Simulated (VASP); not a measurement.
Input of a VASP 6.6.1 run:

The input INCAR:

```
SYSTEM = Au
  PREC = Accurate
  ENCUT = 520
  EDIFF = 1E-6
  ISMEAR = 0
  SIGMA = 0.1
  LREAL = .False.
  LASPH = .True.
  NELM = 100
  ALGO = Fast
  ISIF = 2
  LWAVE = .False.
  LCHARG = .False.
  GGA = PE
  NBANDS = 42
```

KPOINTS

```
Automatic mesh
0
Gamma
  9 9 9
  0 0 0
```

POSCAR

```
Au
1.0
    2.7725344601      1.6007235168      5.1129766655
   -2.7725344601      1.6007235168      5.1129766655
    0.0000000000     -3.2014470337      5.1129766655
Au
6
Direct
    0.5906571439      0.0877187282      0.5906571439
    0.0877187282      0.5906571439      0.5906571439
    0.4093428561      0.9122812718      0.4093428561
    0.5906571439      0.5906571439      0.0877187282
    0.9122812718      0.4093428561      0.4093428561
    0.4093428561      0.4093428561      0.9122812718
```

Potentials or basis: VASP PAW PBE potentials, release 64 (Au).

Command:

```bash
$ cat potpaw_PBE.64/Au/POTCAR > POTCAR
$ mpirun -np 1 vasp_std > vasp.out
```

Question: Predict the band gap on the k mesh.

Answer: None (metal or under the smearing width).

Question: What does it give for the pressure?

Answer: -0.2 GPa.

Spin-orbit coupling is left out, which matters for the levels of Au.
